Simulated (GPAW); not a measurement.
The system is Bi.

```
Bi
1.0
    -1.98143    1.98143    1.98143
     1.98143   -1.98143    1.98143
     1.98143    1.98143   -1.98143
Bi
1
Direct
  0.00000 0.00000 0.00000
```

This isn't the form of Bi at room conditions, which is rhombohedral.

Base run:

- Program: GPAW 26.7.0
- Functional: r2SCAN
- Potentials or basis: GPAW PAW data sets (gpaw-data 1.2.1)
- Cutoff: 600 eV
- Basis: pw
- k mesh: 9 × 9 × 9
- Occupations: fermi-dirac, width 0.05 eV
- Spin: no spin polarisation

Its results: band gap on the k mesh none (metal or under the smearing width); pressure 0.1 GPa.

Problem. After a change of settings the same cell gave: band gap on the k mesh none (metal or under the smearing width); pressure -1.4 GPa. Which change was it?
A. functional from r2SCAN to BLYP; potentials or basis from GPAW PAW data sets (gpaw-data 1.2.1) to PAW data sets generated in the run's folder for this functional
B. functional from r2SCAN to SCAN
C. functional from r2SCAN to LDA; potentials or basis from GPAW PAW data sets (gpaw-data 1.2.1) to the program's PAW data sets (release 1.2.1) made for this functional

Solution. B.

Caveats: the PAW data sets were made with another functional, which shifts forces and pressure a little; spin-orbit coupling is left out, which moves the levels of the heavy elements.

Not every run made on this cell is shown here.
